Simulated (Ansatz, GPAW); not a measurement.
# Geometry or basis: what sets the conductance of a Ru chain with two Si atoms in line, part 4 of 4

Aim: the conductance of a Ru chain with two Si atoms in line after relaxation, and whether geometry, basis or functional moves it most.

GPAW 26.7.0 and Ansatz 0.2.0; Ansatz plane waves; relaxation of the junction with the lead ends held; PAW set soft_1 (the session's first sound run).

So far, transmission at the Fermi level (one spin): step 3 (plane waves, PBE) 1.93; step 5 (single-zeta polarised basis, PBE, GPAW) 1.77; step 6 (GPAW, sz: basis = "sz(dzp)", PBE, GPAW) 1.77; step 7 (LDA in the dzp basis: xc = "LDA") 1.78; step 8 (the structure as built: geometry = "as built", PBE, GPAW) 2.61.

### Step 11. K-points along the lead 40: lead_nz = 40

The lead's own mesh along the current sets its density and potential; where the lead is aligned to the junction's end layer, a rigid shift drops out.

This step: GPAW LCAO, PAW setups; Landauer transmission from Green's functions with principal layers (ASE), zero bias (GPAW 26.7.0).

File run.py:

```python
import json
import numpy as np
from ase import Atoms
from ase.transport.calculators import TransportCalculator
from gpaw import GPAW, FermiDirac
from gpaw.lcao.tools import get_lcao_hamiltonian
from scipy.linalg import eigh

# The junction with lead layers at both ends, along the third cell vector
device = Atoms(
    ['Ru', 'Ru', 'Ru', 'Ru', 'Ru', 'Ru', 'Ru', 'Ru', 'Si', 'Si', 'Ru', 'Ru', 'Ru', 'Ru', 'Ru', 'Ru', 'Ru', 'Ru'],
    positions=[
        [4.50000, 4.50000, 1.12500],
        [4.50000, 4.50000, 3.37500],
        [4.50000, 4.50000, 5.62500],
        [4.50000, 4.50000, 7.87500],
        [4.50000, 4.50000, 10.12500],
        [4.50000, 4.50000, 12.37500],
        [5.07679, 4.04040, 14.51474],
        [4.49320, 4.59522, 16.55790],
        [4.81382, 4.36670, 18.97813],
        [4.81281, 4.36715, 21.36448],
        [4.42093, 4.43723, 23.78712],
        [5.22700, 4.40719, 25.83016],
        [4.50000, 4.50000, 27.97100],
        [4.50000, 4.50000, 30.22100],
        [4.50000, 4.50000, 32.47100],
        [4.50000, 4.50000, 34.72100],
        [4.50000, 4.50000, 36.97100],
        [4.50000, 4.50000, 39.22100]],
    cell=[[9.0, 0.0, 0.0], [0.0, 9.0, 0.0], [0.0, 0.0, 40.346]],
    pbc=True)

# One principal layer of the lead: the first 5 atoms of the device
lead = Atoms(
    ['Ru', 'Ru', 'Ru', 'Ru', 'Ru'],
    positions=[
        [4.50000, 4.50000, 1.12500],
        [4.50000, 4.50000, 3.37500],
        [4.50000, 4.50000, 5.62500],
        [4.50000, 4.50000, 7.87500],
        [4.50000, 4.50000, 10.12500]],
    cell=[[9.0, 0.0, 0.0], [0.0, 9.0, 0.0], [0.0, 0.0, 11.25]],
    pbc=True)

settings = dict(mode='lcao', basis='dzp', xc='PBE', h=0.2,
                occupations=FermiDirac(0.1), maxiter=250,
                mixer=dict(beta=0.1, nmaxold=8, weight=100.0),
                convergence=dict(density=0.0001))
energies = np.arange(-2, 2 + 1e-9, 0.025)
eta = 0.0001
n1, n2 = 1, 1
# k and -k transmit alike, so half of the mesh across the current serves
mesh = [(i, j) for i in range(n1) for j in range(n2) if (i, j) <= (-i % n1, -j % n2)]
weights = np.array([1 if (i, j) == (-i % n1, -j % n2) else 2 for i, j in mesh]) / (n1 * n2)

# [... helper functions left out ...]
fermi_lead = ground_state(lead, (1, 1, 40), 'lead.txt')
fermi_device = ground_state(device, (1, 1, 2), 'device.txt')
# [... loop over the mesh left out, but for ...]
        # Shift the lead onto the potential of the device's first layer
        shift = ((H[:, 0, 0] - H0[:, 0, 0]) / S0[0, 0]).real.mean()
# [...]
kT = 8.617333e-5 * 300
bias = [0.1, 0.2, 0.5, 1.0, 1.5, 2.0]
# [... integrals and printing left out ...]
```

Launch:

```bash
$ OMP_NUM_THREADS=1 OPENBLAS_NUM_THREADS=1 python run.py
```

Log:

```text
basis functions: device 490, principal layer 145
Fermi level: lead -3.4357 eV, device -3.4143 eV; lead shifted by 0.0033 eV
largest coupling past the next layer 2.00e-05 eV, largest misfit of the first layer 0.049 eV
  E-E_F (eV)   T (one spin)  [channel counts left out]
    -2.000    8.1127e-01
    -1.975    8.1673e-01
    -1.950    8.2287e-01
    -1.925    8.2970e-01
    -1.900    8.3722e-01
    -1.875    8.4545e-01
    -1.850    8.5440e-01
    -1.825    8.6408e-01
    -1.800    8.7447e-01
    -1.775    8.8557e-01
    -1.750    8.9735e-01
    -1.725    9.0978e-01
    -1.700    9.2279e-01
    -1.675    9.3629e-01
    -1.650    9.5012e-01
    -1.625    9.6406e-01
[...]
1.825    8.5895e-01
     1.850    9.6765e-01
     1.875    1.1420e+00
     1.900    1.1876e+00
     1.925    1.1259e+00
     1.950    1.0632e+00
     1.975    1.0156e+00
     2.000    9.7628e-01
conductance at 300 K: 1.7958 G0 a cell; thermopower -9.895 uV/K
current from the zero-bias T(E) at 0.1 V: 13.939 uA
current from the zero-bias T(E) at 0.2 V: 28 uA
current from the zero-bias T(E) at 0.5 V: 70.651 uA
current from the zero-bias T(E) at 1.0 V: 146.98 uA
current from the zero-bias T(E) at 1.5 V: 217.92 uA
current from the zero-bias T(E) at 2.0 V: 260.44 uA
```

Wall time 7.7 min (1 thread of Arm Neoverse V1, shared host); peak memory 1.6 GiB.

Numbers from this step:

```
conductance                                 : 1.796 G₀
thermopower                                 : -9.895 μV/K
largest misfit of the first principal layer : 0.04896 eV
shift that aligns the lead                  : 0.003341 eV
transmission at the Fermi level (one spin)  : 1.786
```

One spin. Transmission, zone mean against energy, zero at the Fermi level:

| energy (eV) | transmission, zone mean |
| --- | --- |
| -2.000 | 0.811 |
| -1.900 | 0.837 |
| -1.800 | 0.874 |
| -1.700 | 0.923 |
| -1.600 | 0.978 |
| -1.500 | 1.02 |
| -1.400 | 0.931 |
| -1.300 | 0.431 |
| -1.200 | 0.477 |
| -1.100 | 0.621 |
| -1.000 | 0.704 |
| -0.900 | 0.783 |
| -0.800 | 0.958 |
| -0.700 | 1.41 |
| -0.600 | 1.94 |
| -0.575 | 1.97 |
| -0.500 | 1.94 |
| -0.400 | 1.95 |
| -0.300 | 1.92 |
| -0.200 | 1.67 |
| -0.100 | 1.59 |
| 0.000 | 1.79 |
| 0.100 | 2.07 |
| 0.150 | 2.11 |
| 0.200 | 1.98 |
| 0.300 | 1.93 |
| 0.400 | 2.07 |
| 0.500 | 2.14 |
| 0.600 | 2.07 |
| 0.700 | 1.82 |
| 0.800 | 1.50 |
| 0.900 | 1.25 |
| 1.000 | 1.08 |
| 1.100 | 0.967 |
| 1.200 | 0.896 |
| 1.300 | 0.849 |
| 1.400 | 0.817 |
| 1.500 | 0.796 |
| 1.600 | 0.782 |
| 1.700 | 0.802 |
| 1.800 | 0.821 |
| 1.900 | 1.19 |
| 2.000 | 0.976 |

Not self-consistent under bias; the bias window is split evenly. Table of current through one cell, from the zero-bias transmission by bias:

| bias (V) | current through one cell, from the zero-bias transmission (μA) |
| --- | --- |
| 0.100 | 13.9 |
| 0.200 | 28 |
| 0.500 | 70.7 |
| 1.000 | 147 |
| 1.500 | 218 |
| 2.000 | 260 |

Table of transmission of the three most open eigenchannels by energy, zero at the Fermi level:

| energy (eV) | channel 1 | channel 2 | channel 3 |
| --- | --- | --- | --- |
| -2.000 | 0.808 | 0.00173 | 0.00114 |
| -1.900 | 0.833 | 0.00231 | 0.00169 |
| -1.800 | 0.869 | 0.00314 | 0.00252 |
| -1.700 | 0.915 | 0.00434 | 0.00384 |
| -1.600 | 0.966 | 0.00604 | 0.00599 |
| -1.500 | 0.998 | 0.00976 | 0.00845 |
| -1.400 | 0.902 | 0.0170 | 0.0119 |
| -1.300 | 0.379 | 0.0343 | 0.0170 |
| -1.200 | 0.355 | 0.0924 | 0.0301 |
| -1.100 | 0.459 | 0.122 | 0.0400 |
| -1.000 | 0.478 | 0.164 | 0.0625 |
| -0.900 | 0.443 | 0.223 | 0.117 |
| -0.800 | 0.387 | 0.318 | 0.253 |
| -0.700 | 0.610 | 0.476 | 0.323 |
| -0.600 | 0.994 | 0.678 | 0.270 |
| -0.500 | 0.857 | 0.847 | 0.234 |
| -0.400 | 0.961 | 0.776 | 0.213 |
| -0.300 | 0.975 | 0.743 | 0.202 |
| -0.200 | 0.789 | 0.677 | 0.202 |
| -0.100 | 0.703 | 0.678 | 0.210 |
| 0.000 | 0.798 | 0.777 | 0.211 |
| 0.100 | 0.953 | 0.926 | 0.190 |
| 0.200 | 0.941 | 0.928 | 0.110 |
| 0.300 | 0.983 | 0.762 | 0.181 |
| 0.400 | 0.908 | 0.712 | 0.447 |
| 0.500 | 0.984 | 0.735 | 0.422 |
| 0.600 | 0.976 | 0.760 | 0.333 |
| 0.700 | 0.814 | 0.752 | 0.252 |
| 0.800 | 0.725 | 0.591 | 0.185 |
| 0.900 | 0.695 | 0.418 | 0.135 |
| 1.000 | 0.668 | 0.310 | 0.0993 |
| 1.100 | 0.646 | 0.247 | 0.0744 |
| 1.200 | 0.628 | 0.211 | 0.0575 |
| 1.300 | 0.612 | 0.191 | 0.0459 |
| 1.400 | 0.596 | 0.183 | 0.0375 |
| 1.500 | 0.583 | 0.183 | 0.0296 |
| 1.600 | 0.583 | 0.183 | 0.0162 |
| 1.700 | 0.661 | 0.141 | 8.6e-8 |
| 1.800 | 0.751 | 0.0701 | 6.4e-4 |
| 1.900 | 0.921 | 0.257 | 0.00974 |
| 2.000 | 0.550 | 0.419 | 0.00667 |

The conductance equals that of the dzp run to 0.2 %.

### Step 12. Results

| Quantity | Value |
| --- | --- |
| conductance | 1.80 G₀ |
| transmission at the Fermi level, mean of the spins | 1.79 |
| thermopower | -9.88 μV/K |

What this shows: In the dzp basis the junction conducts 1.80 G₀ at 300 K, with T = 1.79 a spin at the Fermi level; the sz basis reaches that conductance within 10 %. Relaxation moved atoms by up to 0.75 Å and took the conductance from 2.61 to 1.80 G₀, as a ratio a larger change than the step from dzp to the minimal basis. Plane waves (PBE) give T = 1.93 there. At the Fermi level the three most open eigenchannels pass 0.80, 0.78 and 0.21. The negative thermopower says that the thermally weighted transmission is larger above the Fermi level, as for electron-like transport. Measured against the first run (pw-pbe), the nearest curve is that of dzp (r.m.s. 0.068) and the farthest that of asbuilt (0.67). Over the compared runs wall time goes from 158 s (pw-pbe) to 413 s (dzp), on a shared host; the plane-wave run used 4 threads and the orbital runs 1. The leads kept an estimated spacing and the cell its length, so the junction may be under some tension or compression. The run had no spin polarisation, so a magnetic state, which chains and small molecules with open shells often have, wasn't tested. An evenly spaced straight chain is an idealisation: free chains tend to dimerise, zigzag or, where a band edge lies near the Fermi level, turn magnetic. The currents use the zero-bias T(E) throughout, which holds only while the bias is small against the distance to the nearest feature.

[Logs are printed without paths, hosts, clocks, repeated set-up lines and the standing remarks that a program may print on its own settings, such as how far it seeks lower states.]

[Hosts, paths, dates, database ids (printed as entryN), source tags and the programs' standing remarks are cut or masked in the printed files.]
